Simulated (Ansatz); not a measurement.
Si (fcc type), DFT, PBE, all-electron LAPW, scalar-relativistic (Ansatz 0.2.0), on 1 thread of Arm Neoverse V1 (shared host).

Command: `ansatz run input.yaml --threads 1 --pin off --max-ram 2048MiB --backend cpu --events-out ev --progress --plain --runs-dir out`

```yaml
crystal:
  lattice:
    - [0.0, 1.8280325163, 1.8280325163]
    - [1.8280325163, 0.0, 1.8280325163]
    - [1.8280325163, 1.8280325163, 0.0]
  atoms:
    - { symbol: Si, position: [0.0, 0.0, 0.0] }
kpoints:
  mp_grid: { grid: [18, 18, 18] }
scf:
  occupations: { method: fermi_dirac, width: 0.05 }
hamiltonian:
  xc: pbe
  pseudopotentials: { kind: all_electron, lapw: { basis_error: 0.001 } }
output:
  forces: true
  stress: true
  eigenvalues: true
  populations: true
```

Q: How large is the problem that the program sets up?

A: 195 irreducible k-points, 59 plane waves at Γ, 10 bands.

Q: About how long does it take?

A: 5.2 s of wall time for 5 SCF iterations. Times on shared machines scatter by tens of per cent.
